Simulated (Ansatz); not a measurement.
Crystal: MnO.

```
Mn O
1.0
     0.00000    2.22391    2.22391
     2.22391    0.00000    2.22391
     2.22391    2.22391    0.00000
Mn O
1 1
Direct
  0.00000 0.00000 0.00000
  0.50000 0.50000 0.50000
```

The cell is a database's computed one.

Base run:

- Program: Ansatz 0.2.0
- Functional: PBEsol
- Potentials or basis: all-electron LAPW, scalar-relativistic
- Cutoff: 324 eV
- Density cutoff: 1296 eV
- Basis error allowed: 0.001 eV/atom
- k mesh: 10 × 10 × 10
- Occupations: fermi-dirac, width 0.05 eV
- Spin: collinear spin, ferromagnetic start
- Starting moments: [4.0, 0.0] μB
- Hubbard terms: Mn d U = 8 eV

Its results: band gap on the k mesh 0.54 eV, indirect (least direct gap 2.40 eV); pressure 7.4 GPa; net moment 5.00 μB per cell; site moments Mn +4.63; O +0.10 μB.

Task: The run is repeated on the same cell with these changes: hubbard terms from Mn d U = 8 eV to none. What comes out?

Result: Band gap on the k mesh none (metal or under the smearing width); pressure -7.1 GPa; net moment 4.77 μB per cell; site moments Mn +4.31; O +0.23 μB.

The U term pushes filled and empty states of the shell apart.

Caveats: a cell with one magnetic atom can't hold antiferromagnetic order, which such compounds often take; the magnetic state may not be the lowest (some runs); U is the effective U less J, on atomic orbitals that reach past the spheres (some runs); semilocal functionals often make such compounds metallic where correlation or magnetic order opens a gap, which also shifts bond lengths (some runs).

A k mesh can miss the band edges.

Not every run made on this cell is shown here.
